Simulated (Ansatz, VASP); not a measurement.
BeSe in VASP and in Ansatz

```xyz
2
Lattice="0.0000 2.5180 2.5180 2.5180 0.0000 2.5180 2.5180 2.5180 0.0000" Properties=species:S:1:pos:R:3 pbc="T T T"
Se    3.7770    3.7770    3.7770
Be    0.0000    0.0000    0.0000
```

Change from the starting cell: volume scaled by 0.98.

Alike in both runs: task single point; functional PBEsol; k mesh 9 × 9 × 9; occupations fermi-dirac, width 0.05 eV; no spin polarisation.

```csv
,VASP,Ansatz
version,VASP 6.6.1,Ansatz 0.2.0
potentials or method,"VASP PAW PBE potentials, release 64 (Se, Be)",Ansatz PAW
plane-wave cutoff (eV),520,420
valence electrons in the cell,8,18
```

|  | VASP | Ansatz | Ansatz less VASP |
| --- | --- | --- | --- |
| gap on the k mesh at the Fermi level (eV) | 2.41 | 2.43 | +0.017 |
| least direct gap on the mesh (eV) | 4.70 | 4.70 | -0.005 |
| pressure (GPa) | 5.2 | 4.8 | -0.36 |

The two sets of potentials don't hold the same shells in valence.

Caveats: the PAW data sets were made with another functional, which shifts forces and pressure a little (VASP); an odd mesh through Γ misses points on the zone boundary, where band edges often lie (VASP); odd divisions of the mesh miss points on the zone boundary, where band edges often lie, so the gap on the mesh can be too wide (Ansatz); the PAW data sets come from PBE, with cores solved anew for the run's functional, which leaves a small shift of forces and pressure (Ansatz).
